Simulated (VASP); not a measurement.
The system is Ta.

```
Ta
1.0
     2.86693    0.00000    0.00000
    -1.43347    2.48283    0.00000
     0.00000    0.00000    5.09332
Ta
2
Direct
  0.33333 0.66667 0.25000
  0.66667 0.33333 0.75000
```

This isn't the form of Ta at room conditions, which is bcc.

Base run:

| Item | Value |
| --- | --- |
| Program | VASP 6.6.1 |
| Functional | PBEsol |
| Potentials or basis | VASP PAW PBE potentials, release 64 (Ta_pv) |
| Cutoff | 900 eV |
| k mesh | 18 × 18 × 10 |
| Occupations | gaussian, width 0.1 eV |
| Spin | no spin polarisation |

Its results: band gap on the k mesh none (metal or under the smearing width); pressure 0.0 GPa.

Question: After a change of settings the same cell gave: band gap on the k mesh none (metal or under the smearing width); pressure 4.6 GPa. Which change was it?
A. functional from PBEsol to r2SCAN; cutoff from 900 eV to 520 eV; further incar settings from ALGO = Fast; EDIFF = 1e-06 to ALGO = Normal; EDIFF = 1e-06
B. cutoff from 900 eV to 520 eV; occupations from gaussian, width 0.1 eV to gaussian, width 0.5 eV
C. cutoff from 900 eV to 520 eV; k mesh from 18 × 18 × 10 to 27 × 27 × 12
D. cutoff from 900 eV to 700 eV

Answer: A.

Caveats: the PAW data sets were made with another functional, which shifts forces and pressure a little.

Not every run made on this cell is shown here.
